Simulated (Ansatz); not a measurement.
SrCl2 in Ansatz: the effect of functional

Crystal: SrCl2.

```
Sr Cl
1.0
     0.00000    3.46494    3.46494
     3.46494    0.00000    3.46494
     3.46494    3.46494    0.00000
Sr Cl
1 2
Cartesian
  0.0000 0.0000 0.0000
  5.1974 5.1974 5.1974
  1.7325 1.7325 1.7325
```

The cell isn't the ideal one: volume scaled by 0.98.

Alike in all runs:

```yaml
Program: Ansatz 0.2.0
Task: single point
Potentials_or_basis: Ansatz PAW
k_mesh: 7 × 7 × 7
Occupations: fermi-dirac, width 0.05 eV
Spin: no spin polarisation
```

```tsv
functional	cutoff	gap on the mesh (eV)	pressure (GPa)
LDA	420 eV (not typed: the program's choice for these potentials)	?	?
PBEsol	420 eV (not typed: the program's choice for these potentials)	5.25	-0.4
r2SCAN	500 eV (not typed: the program's choice for these potentials)	6.08	1.1
```

Question: What does the run with functional LDA give?

Answer: gap on the mesh 4.99 eV; pressure -2.2 GPa.

Caveats: odd divisions of the mesh miss points on the zone boundary, where band edges often lie, so the gap on the mesh can be too wide; the PAW data sets come from PBE, with cores solved anew for the run's functional, which leaves a small shift of forces and pressure.

A k mesh can miss the band edges.
